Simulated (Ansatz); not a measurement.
Computed with Ansatz (plane waves, PAW, 420 eV cutoff): PBE, scalar-relativistic, no spin polarisation, Γ-centred 10×10×10 mesh, 0.05 eV Gaussian smearing. The datasets are Ansatz's generated set soft_2.

The calculation on XSe, where X is one element, gave:

```
Space group                                           : R3m (No. 160)
Conventional cell                                     : a = 4.089 Å, b = 4.089 Å, c = 27.653 Å, α = 90.00°, β = 90.00°, γ = 120.00°
Volume                                                : 33.36 Å³/atom
Band gap                                              : 0.71 eV
Smallest direct gap                                   : 0.71 eV
Bader charges                                         : X 0.70; Se -0.70 e
Formation energy from the elements (0 K, uncorrected) : -0.52 eV/atom
```

Sites: X on 3a, X on 3a, Se on 3a, Se on 3a.

Which element is X?
A. In
B. Ag
C. Sb
D. Sn

A. X is In, so the compound is InSe.

The chain of runs began from a cell from COD that may be a prediction, expanded in volume.

Kohn–Sham gaps of semilocal functionals lie under measured ones, often by a third or more. The structure is built of weakly bound layers, and this functional has no dispersion term, so their spacing and all that hangs on it (volume, the soft elastic constants, low modes, dielectric constants) are poorly given.
